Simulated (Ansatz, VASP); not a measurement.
# Hf15TiO32 in two plane-wave programs

Wanted: the spread between two codes on one cell, functional and k mesh. The structure shown is the end of the VASP relaxation below.

Main program and level: Ansatz 0.2.0; plane waves, with VASP 6.6.1 beside it; single point at PBEsol.

## 1. The structure

The cell holds 48 atoms: 1 Ti, 15 Hf and 32 O. Its edges and angles: a = 9.447 Å, b = 8.418 Å, c = 9.447 Å, α = 110.8°, β = 113.9°, γ = 108.2°. It derives from HfO2. Nearest the centre at fractional (0.582, 0.492, 0.367): Ti1 at 0.07 Å, O17 at 1.97 Å, O24 at 1.97 Å, O29 at 2.06 Å, O33 at 2.06 Å, O37 at 2.09 Å, O42 at 2.20 Å, O45 at 2.22 Å.

## 2. VASP: relaxation, PBEsol

This run makes the geometry at which the two programs are then compared.

Lines of VASP's logs that name or quote its potential files are left out, and so is its time.

File INCAR:

```
SYSTEM = Hf15TiO32
PREC = Normal
ENCUT = 400
EDIFF = 1E-05
NELM = 120
ISMEAR = 0
SIGMA = 0.05
LREAL = Auto
ALGO = Fast
GGA = PS
NBANDS = 168
ISPIN = 2
MAGMOM = 0.6 0 0 0 0 0 0 0 0 0 0 0 0 0 0 0 0.6 0 0 0 0 0 0 0.6 0 0 0 0 0 0 0 0 0.6 0 0 0 0 0 0 0 0 0 0 0 0 0 0 0
LASPH = .TRUE.
LMAXMIX = 4
LORBIT = 11
LWAVE = True
LCHARG = .TRUE.
KPAR = 4
NCORE = 2
IBRION = 2
NSW = 50
ISIF = 2
EDIFFG = -0.03
POTIM = 0.4
MAXMIX = 40
ISYM = 0
```

File POSCAR:

```
Hf15TiO32
1.0
   -5.9673531372      5.1550931106      5.2013982453
    4.2103679982     -5.1550931106      5.1530429201
    5.9673531372      5.1550931106     -5.2013982453
Ti Hf O
1 15 32
Direct
    0.5833511600      0.4948766300      0.3673453600
    0.0818768200      0.9923264200      0.3670382700
    0.0818768200      0.4923264200      0.8670382700
    0.5818768200      0.9923264200      0.8670382700
    0.8747118500      0.7576735800      0.8395504000
    0.3747118500      0.2576735800      0.8395504000
    0.3747118500      0.7576735800      0.3395504000
    0.8747118500      0.2576735800      0.3395504000
    0.4181231800      0.5076735800      0.6329617300
    0.9181231800      0.0076735800      0.6329617300
    0.9181231800      0.5076735800      0.1329617300
    0.4197856900      0.0104848600      0.1353597100
    0.1252881500      0.2423264200      0.1604496000
    0.6252881500      0.7423264200      0.1604496000
    0.6252881500      0.2423264200      0.6604496000
    0.1252881500      0.7423264200      0.6604496000
    0.5097565300      0.4628748200      0.1269626100
    0.0048688100      0.9563200200      0.1176422900
    0.0048688100      0.4563200200      0.6176422900
    0.5048688100      0.9563200200      0.6176422900
    0.6613222700      0.7936799800      0.7985487900
    0.1613222700      0.2936799800      0.7985487900
    0.1613222700      0.7936799800      0.2985487900
    0.6634257500      0.2894739600      0.2925420800
    0.4951311900      0.5436799800      0.8823577100
    0.9951311900      0.0436799800      0.8823577100
    0.9951311900      0.5436799800      0.3823577100
    0.4951311900      0.0436799800      0.3823577100
    0.3421796400      0.2045093600      0.1998073100
    0.8386777300      0.7063200200      0.2014512100
    0.8386777300      0.2063200200      0.7014512100
    0.3386777300      0.7063200200      0.7014512100
    0.8561012900      0.7102270900      0.5928292100
    0.3616918800      0.2143103300      0.5947293400
    0.3616918800      0.7143103300      0.0947293400
    0.8616918800      0.2143103300      0.0947293400
    0.3798257000      0.5270430700      0.3915767300
    0.8804190100      0.0356896700      0.3973815500
    0.8804190100      0.5356896700      0.8973815500
    0.3804190100      0.0356896700      0.8973815500
    0.1383081200      0.2856896700      0.4052706600
    0.6356642000      0.7788445300      0.4002835500
    0.6383081200      0.2856896700      0.9052706600
    0.1383081200      0.7856896700      0.9052706600
    0.6233936000      0.4653260400      0.6075175800
    0.1195809900      0.9643103300      0.6026184500
    0.1195809900      0.4643103300      0.1026184500
    0.6195809900      0.9643103300      0.1026184500
```

File KPOINTS:

```
Automatic mesh
0
Gamma
2 2 2
0 0 0
```

The projector-augmented-wave data sets are Ti, Hf and O (PBE family, release 64).

Run with:

```bash
mpirun -np 8 vasp_std
```

Numbers of over 12 decimals in the logs are rounded to 6 here.

What it wrote:

```text
[banner, memory and clock lines left out]
running    8 mpi-ranks, on    1 nodes
[...]
|                                                                             |
|               ----> ADVICE to this user running VASP <----                  |
|                                                                             |
|     You enforced a specific xc type in the INCAR file but a different       |
|     [... a line on the potential file left out ...]
|     I HOPE YOU KNOW WHAT YOU ARE DOING!                                     |
|                                                                             |

 LDA part: xc-table for (Slater+PW92), standard interpolation
 POSCAR, INCAR and KPOINTS ok, starting setup
[...]
entering main loop
       N       E                     dE             d eps       ncg     rms          rms(c)
DAV:   1     0.133516199422E+04    0.13352E+04   -0.11231E+05  5376   0.116E+03
DAV:   2    -0.460502363974E+03   -0.17957E+04   -0.17302E+04  6616   0.291E+02
[...]
2 F= -.50642330E+03 E0= -.50642330E+03  d E =-.265653E+00  mag=     0.0000
   6 F= -.50649672E+03 E0= -.50649672E+03  d E =-.169846E-01  mag=    -0.0001
   7 F= -.50649871E+03 E0= -.50649871E+03  d E =-.189672E-01  mag=    -0.0000
   8 F= -.50650457E+03 E0= -.50650457E+03  d E =-.585836E-02  mag=     0.0000
   9 F= -.50650456E+03 E0= -.50650456E+03  d E =-.585586E-02  mag=    -0.0000
  10 F= -.50650762E+03 E0= -.50650762E+03  d E =-.305853E-02  mag=     0.0000
  11 F= -.50650769E+03 E0= -.50650769E+03  d E =-.312925E-02  mag=     0.0000
  12 F= -.50650907E+03 E0= -.50650907E+03  d E =-.137982E-02  mag=    -0.0000
  13 F= -.50650909E+03 E0= -.50650909E+03  d E =-.140126E-02  mag=    -0.0000
  14 F= -.50650987E+03 E0= -.50650987E+03  d E =-.772728E-03  mag=     0.0000
  15 F= -.50650987E+03 E0= -.50650987E+03  d E =-.773712E-03  mag=    -0.0000
  16 F= -.50651026E+03 E0= -.50651026E+03  d E =-.388740E-03  mag=     0.0000
  17 F= -.50651026E+03 E0= -.50651026E+03  d E =-.389078E-03  mag=     0.0000
  18 F= -.50651050E+03 E0= -.50651050E+03  d E =-.246484E-03  mag=    -0.0000
 trial-energy change:   -0.000246  1 .order   -0.000226   -0.000481    0.000030
 step:   1.0689(harm=  1.0689)  dis= 0.00121  next Energy=  -506.510483 (dE=-0.227E-03)
 reached required accuracy - stopping structural energy minimisation
 writing wavefunctions
```

Parts of OUTCAR (step 2):

```text
  Total      -27.5149102    -27.1395810    -26.2105273     -0.6227728     -0.4386030     -0.3137219
  in kB      -81.2110675    -80.1032724    -77.3611429     -1.8381322     -1.2945497     -0.9259594
  external PRESSURE =     -79.5584943 kB  Pullay stress =       0.0000000 kB

 POSITION                                       TOTAL-FORCE (eV/Angst)
 -----------------------------------------------------------------------------------
      0.72937      2.31743      3.65182        -0.012653      0.006800     -0.002356
      5.86600     -2.80635      3.63405         0.007872      0.003785      0.005013
      6.75605      2.36316     -1.55106         0.005203      0.001423      0.009966
      5.88191      2.35019      3.63080        -0.001578     -0.003686     -0.015126
      2.95015      4.90814      4.07611         0.010528     -0.014164      0.005873
      3.86071      4.92668     -1.09800        -0.002642     -0.005033     -0.000642
      2.96128     -0.19776      4.08570         0.011788     -0.010198      0.003654
     -2.09535      4.92362      4.11828         0.002975     -0.015751      0.010842
      3.39925      2.80648      1.51268         0.012635      0.008199      0.003286
     -1.68808      7.94898      1.50052         0.010536     -0.005896      0.002365
     -2.55154      2.80076      6.70547         0.008822      0.008256      0.003383
     -1.65316      2.79629      1.52895         0.001568      0.009008      0.002942
      1.21886      0.23008      1.07329        -0.006817     -0.004791      0.003826
      0.36392      0.23015      6.24354        -0.006607     -0.003820     -0.015397
[...]
-----------------------------------------------------------------------------------
    total drift:                               -0.018852      0.012299     -0.050501

  FREE ENERGIE OF THE ION-ELECTRON SYSTEM (eV)
  ---------------------------------------------------
  free  energy   TOTEN  =      -506.5105029507 eV

  energy  without entropy=     -506.5105029507  energy(sigma->0) =     -506.51050295

 reached required accuracy - stopping structural energy minimisation

 magnetization (x)
# of ion       s       p       d       tot
------------------------------------------
    1        0.000   0.000  -0.000  -0.000
    2        0.000   0.000   0.000   0.000
    3       -0.000  -0.000   0.000  -0.000
    4        0.000  -0.000   0.000   0.000
    5        0.000   0.000   0.000   0.000
    6        0.000   0.000   0.000   0.000
    7       -0.000   0.000   0.000   0.000
    8        0.000   0.000   0.000   0.000
    9        0.000   0.000   0.000   0.000
   10        0.000   0.000   0.000   0.000
   11        0.000  -0.000   0.000   0.000
   12        0.000   0.000   0.000   0.000
   13        0.000   0.000   0.000   0.000
[...]
--------------------------------------------------
tot          0.000   0.000  -0.000   0.000

[... 2 further parts left out ...]
```

The moments of the start collapse, so the state is non-magnetic; other starts or orders were not tried. The data sets Ti and Hf keep the semicore shell frozen, which is cheaper and a little less accurate.

[end of part 1 of 2]

[Lines on the potential files, build, host, timing and source positions are cut from VASP's logs without a mark.]

[Logs are printed without paths, hosts, clocks, repeated set-up lines and the standing remarks that a program may print on its own settings, such as how far it seeks lower states.]

[Hosts, paths, dates, database ids (printed as entryN), source tags and the programs' standing remarks are cut or masked in the printed files.]
